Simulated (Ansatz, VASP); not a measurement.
One calculation of AlH, two programs

INCAR

```
SYSTEM = AlH
ALGO = Normal
EDIFF = 1E-6
ENCUT = 520
GGA = PE
ISIF = 2
ISMEAR = 0
LASPH = .TRUE.
LCHARG = .FALSE.
LREAL = .FALSE.
LWAVE = .FALSE.
NBANDS = 12
NELM = 80
PREC = Accurate
SIGMA = 0.2
```

File KPOINTS:

```
k-points
0
G
  8 8 4
  0 0 0
```

POSCAR

```
AlH
1.0
   -1.4921890718     -2.5845472869      0.0000000017
    1.4921890718      0.8615157640      2.4594208565
   -4.4765672155      2.5845472869     -0.0000000017
Al H
2 2
Direct
    0.5000000000      0.0000000000      0.5000000000
    0.0000000000      0.0000000000      1.0000000000
    0.7500000000      0.5000000000      0.2500000000
    0.2500000000      0.5000000000      0.7500000000
```

Input for Ansatz:

```yaml
crystal:
  lattice:
    - [-1.4921890718, -2.5845472869, 1.7e-09]
    - [1.4921890718, 0.861515764, 2.4594208565]
    - [-4.4765672155, 2.5845472869, -1.7e-09]
  atoms:
    - { symbol: Al, position: [0.5, 0.0, 0.5] }
    - { symbol: Al, position: [0.0, 0.0, 1.0] }
    - { symbol: H, position: [0.75, 0.5, 0.25] }
    - { symbol: H, position: [0.25, 0.5, 0.75] }
basis:
  ecutwfc: 420
kpoints:
  mp_grid: { grid: [8, 8, 4] }
hamiltonian:
  xc: pbe
scf:
  occupations: { method: gaussian, width: 0.2 }
  lower_state_search: "off"
output:
  forces: true
  stress: true
  eigenvalues: true
```

Alike in both runs: task single point; functional PBE; k mesh 8 × 8 × 4; occupations gaussian, width 0.2 eV; no spin polarisation.

```csv
,VASP,Ansatz
version,VASP 6.6.1,Ansatz 0.2.0
potentials or method,"VASP PAW PBE potentials, release 64 (Al, H)","scalar-relativistic, plane waves, PAW"
plane-wave cutoff (eV),520,420
valence electrons in the cell,8,8
```

VASP gave:

```
gap on the k mesh at the Fermi level (eV)       : none
pressure (GPa)                                  : 0.3
largest component of the traceless stress (GPa) : 1.75
```

**Question.** Estimate Ansatz's values.

**Answer.** gap on the k mesh at the Fermi level (eV): none; pressure (GPa): 0.4; largest component of the traceless stress (GPa): 1.75.

A gap of «none» marks a metal or a gap that the smearing closes.
